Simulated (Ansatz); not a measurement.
## AlN: strain energy, fitted

AlN, P6_3mc, a = 3.107 Å, c = 4.979 Å. Ansatz: r2SCAN, PAW, 500 eV, Γ-centred 12×12×6 mesh on 4 atoms, Gaussian smearing 0.02 eV; no spin polarisation. Series: equal strain along all axes, cell held, atoms relaxed; x is the strain in per cent. y is the free energy over the unstrained cell, V0 = 10.403 Å³/atom.

| x (%) | y (meV/atom) |
| --- | --- |
| -4.5 | ? |
| -3.0 | 60.45 |
| -1.5 | 14.48 |
| 0.0 | 0.00 |
| 1.5 | 13.28 |
| 3.0 | 50.96 |
| 4.5 | 109.98 |

**Question.** Fit y = c2 x² + c3 x³ to the other rows, turn c2 into a modulus, and predict the missing energy.

**Answer.** Least squares on the rows shown. y = 6.1972 x² − 0.17108 x³. In eV per unit strain² c2 is 61.97; the stiffness is B for this strain (E = 9/2 B V0 ε², shape held): 2 × 61.97 × 160.2 / (9 × 10.403) = 212 GPa. At x = -4.5 the fit asked for gives 141.08 meV/atom. The run gave 142.06 meV/atom, so the fit is 0.98 meV/atom too low, 0.69 % of the span of the series, against an rms of 0.11 meV/atom on the fitted rows. The row lies outside the fitted range. With a term in x⁴ added, a fit to the same known rows predicts 142.02 meV/atom, so most of the miss is curvature that the known rows already hold.